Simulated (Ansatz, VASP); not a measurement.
## One calculation of HfC, two programs

File INCAR:

```
  PREC = Accurate
  ENCUT = 520
  EDIFF = 1E-6
  ISMEAR = -1
  SIGMA = 0.05
  LREAL = F
  LASPH = T
  NELM = 60
  ALGO = Normal
  ISIF = 2
  LWAVE = F
  LCHARG = F
  LMAXMIX = 4
  METAGGA = R2SCAN
  LMIXTAU = T
```

The input KPOINTS:

```
regular mesh
0
Gamma
  10 10 10
```

The input POSCAR:

```
HfC
1.0
    0.0000000000      2.3250000000      2.3250000000
    2.3250000000      0.0000000000      2.3250000000
    2.3250000000      2.3250000000      0.0000000000
Hf C
1 1
Direct
    0.5000000000      0.5000000000      0.5000000000
    0.0000000000      0.0000000000      0.0000000000
```

KPOINTS_OPT

```
path GXWKGLUWLK,UX
20
line-mode
reciprocal
 0.0000000000  0.0000000000  0.0000000000  G
 0.5000000000  0.0000000000  0.5000000000  X

 0.5000000000  0.0000000000  0.5000000000  X
 0.5000000000  0.2500000000  0.7500000000  W

 0.5000000000  0.2500000000  0.7500000000  W
 0.3750000000  0.3750000000  0.7500000000  K

 0.3750000000  0.3750000000  0.7500000000  K
 0.0000000000  0.0000000000  0.0000000000  G

 0.0000000000  0.0000000000  0.0000000000  G
 0.5000000000  0.5000000000  0.5000000000  L

 0.5000000000  0.5000000000  0.5000000000  L
 0.6250000000  0.2500000000  0.6250000000  U

 0.6250000000  0.2500000000  0.6250000000  U
 0.5000000000  0.2500000000  0.7500000000  W

 0.5000000000  0.2500000000  0.7500000000  W
 0.5000000000  0.5000000000  0.5000000000  L

 0.5000000000  0.5000000000  0.5000000000  L
 0.3750000000  0.3750000000  0.7500000000  K

 0.6250000000  0.2500000000  0.6250000000  U
 0.5000000000  0.0000000000  0.5000000000  X
```

File input.yaml:

```yaml
crystal:
  lattice:
    - [0.0, 2.325, 2.325]
    - [2.325, 0.0, 2.325]
    - [2.325, 2.325, 0.0]
  atoms:
    - { symbol: Hf, position: [0.5, 0.5, 0.5] }
    - { symbol: C, position: [0.0, 0.0, 0.0] }
hamiltonian:
  xc: r2scan
  pseudopotentials: { kind: paw }
kpoints:
  mp_grid: { grid: [10, 10, 10] }
  band_path:
    path:
      - [[0.0, 0.0, 0.0], [0.5, 0.0, 0.5], [0.5, 0.25, 0.75], [0.375, 0.375, 0.75], [0.0, 0.0, 0.0], [0.5, 0.5, 0.5], [0.625, 0.25, 0.625], [0.5, 0.25, 0.75], [0.5, 0.5, 0.5], [0.375, 0.375, 0.75]]
      - [[0.625, 0.25, 0.625], [0.5, 0.0, 0.5]]
    npoints: 14
scf:
  occupations: { method: fermi_dirac, width: 0.05 }
  n_extra_bands: 6
output:
  forces: true
  stress: true
  eigenvalues: true
  fatbands: true
  write_density: true
  write_potential: true
  elf: true
  volumetric_format: npy
```

Alike in both runs: task band structure; functional r2SCAN; k mesh 10 × 10 × 10; occupations fermi-dirac, width 0.05 eV; no spin polarisation.

|  | VASP | Ansatz |
| --- | --- | --- |
| version | VASP 6.6.1 | Ansatz 0.2.0 |
| potentials or method | VASP PAW PBE potentials, release 64 (Hf_pv, C) | Ansatz PAW |
| plane-wave cutoff (eV) | 520 | 500 |
| valence electrons in the cell | 14 | 30 |

|  | VASP | Ansatz | Ansatz less VASP |
| --- | --- | --- | --- |
| gap on the k mesh at the Fermi level (eV) | none | none | - |
| pressure (GPa) | -2.5 | -1.4 | +1.07 |

A gap of «none» marks a metal or a gap that the smearing closes. The functional is the same, so the differences come from potentials, cutoffs and numerics. The two sets of potentials don't hold the same shells in valence.

Caveats: spin-orbit coupling is left out, which moves the levels of the heavy elements; the PAW data sets were made with another functional, which shifts forces and pressure a little (VASP); the PAW data sets come from PBE, with cores solved anew for the run's functional, which leaves a small shift of forces and pressure (Ansatz).
